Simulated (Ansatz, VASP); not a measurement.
GdO: VASP beside Ansatz

POSCAR

```
GdO
1.0
    2.8018137600      0.0000000000      0.0000000000
    0.0000000000      2.8018137600      0.0000000000
    0.0000000000      0.0000000000      2.8018137600
Gd O
1 1
Direct
    0.0000000000      0.0000000000      0.0000000000
    0.5000000000      0.5000000000      0.5000000000
```

INCAR.step1

```
ALGO     = Normal         # electronic algorithm
EDIFF    = 1E-4           # SCF threshold, eV
ENCUT    = 520            # plane-wave cutoff, eV
GGA      = PE             # functional
ISMEAR   = -1             # smearing method
ISPIN    = 2              # spin polarisation
LASPH    = T              # aspherical terms in the spheres
LCHARG   = F              # write CHGCAR
LDAU     = T              # DFT+U
LDAUJ    = 0 0          
LDAUL    = 3 -1           # shell
LDAUTYPE = 2            
LDAUU    = 4 0            # U, eV
LMAXMIX  = 6              # l up to which the mixer works
LREAL    = F              # projectors in reciprocal space
LWAVE    = T              # write WAVECAR
MAGMOM   = 7 0            # initial moments
NBANDS   = 23             # bands
NELM     = 150            # most SCF steps
PREC     = Accurate       # precision mode
SIGMA    = 0.05           # smearing width, eV
```

File INCAR.step2:

```
ALGO     = Normal         # electronic algorithm
EDIFF    = 1E-6           # SCF threshold, eV
ENCUT    = 520            # plane-wave cutoff, eV
ISIF     = 2              # what is computed and relaxed
ISMEAR   = -1             # smearing method
ISPIN    = 2              # spin polarisation
ISTART   = 1            
LASPH    = T              # aspherical terms in the spheres
LCHARG   = F              # write CHGCAR
LDAU     = T              # DFT+U
LDAUJ    = 0 0          
LDAUL    = 3 -1           # shell
LDAUPRINT= 1            
LDAUTYPE = 2            
LDAUU    = 4 0            # U, eV
LMAXMIX  = 6              # l up to which the mixer works
LMIXTAU  = T            
LORBIT   = 11             # projections on sites
LREAL    = F              # projectors in reciprocal space
LWAVE    = F              # write WAVECAR
MAGMOM   = 7 0            # initial moments
METAGGA  = R2SCAN         # meta-GGA
NBANDS   = 23             # bands
NELM     = 150            # most SCF steps
PREC     = Accurate       # precision mode
SIGMA    = 0.05           # smearing width, eV
```

The input KPOINTS:

```
k-points
0
Gamma
  9 9 9
```

File input.yaml:

```yaml
crystal:
  lattice:
    - [2.80181376, 0.0, 0.0]
    - [0.0, 2.80181376, 0.0]
    - [0.0, 0.0, 2.80181376]
  atoms:
    - { symbol: Gd, position: [0.0, 0.0, 0.0], spin: 7.0 }
    - { symbol: O, position: [0.5, 0.5, 0.5] }
hamiltonian:
  xc: r2scan
  pseudopotentials: { kind: paw }
  hubbard: { sites: [{ species: Gd, l: f, u_eff: 4.0 }] }
magnetization:
  spin_polarized: true
kpoints:
  mp_grid: { grid: [9, 9, 9] }
scf:
  occupations: { method: fermi_dirac, width: 0.05 }
  n_extra_bands: 6
output:
  forces: true
  stress: true
  eigenvalues: true
  dos: { projected: true, de: 0.05, nscf_kmesh: { grid: [14, 14, 14] } }
```

The cell comes from a database or a generator and needn't be the stable form of this composition.

Alike in both runs: functional r2SCAN; k mesh 9 × 9 × 9; occupations fermi-dirac, width 0.05 eV; collinear spin; Hubbard terms Gd f U = 4.0 eV.

|  | VASP | Ansatz |
| --- | --- | --- |
| version | VASP 6.6.1 | Ansatz 0.2.0 |
| potentials or method | VASP PAW PBE potentials, release 64 (Gd, O) | Ansatz PAW |
| plane-wave cutoff (eV) | 520 | 500 |
| valence electrons in the cell | 24 | 24 |
| task | single point | projected density of states |

|  | VASP | Ansatz | Ansatz less VASP |
| --- | --- | --- | --- |
| gap on the k mesh at the Fermi level (eV) | none | none | - |
| net moment per atom (μB) | 3.80 | 3.80 | -0.002 |
| size of the moment on the site where the two differ most (μB) | 0.04 | 0.01 | -0.026 |

Site moments also hang on the region over which each program counts them. The programs project onto different local orbitals, so the same U acts differently. A gap of «none» marks a metal or a gap that the smearing closes.

Caveats: spin-orbit coupling is left out, which moves the levels of the heavy elements; a cell with one magnetic atom can't hold antiferromagnetic order, which such compounds often take; the magnetic or orbital state may not be the lowest (Ansatz); the density of states is complete only up to the lowest level of the last band computed (Ansatz). The state reached can hang on the start; a lower one may exist.
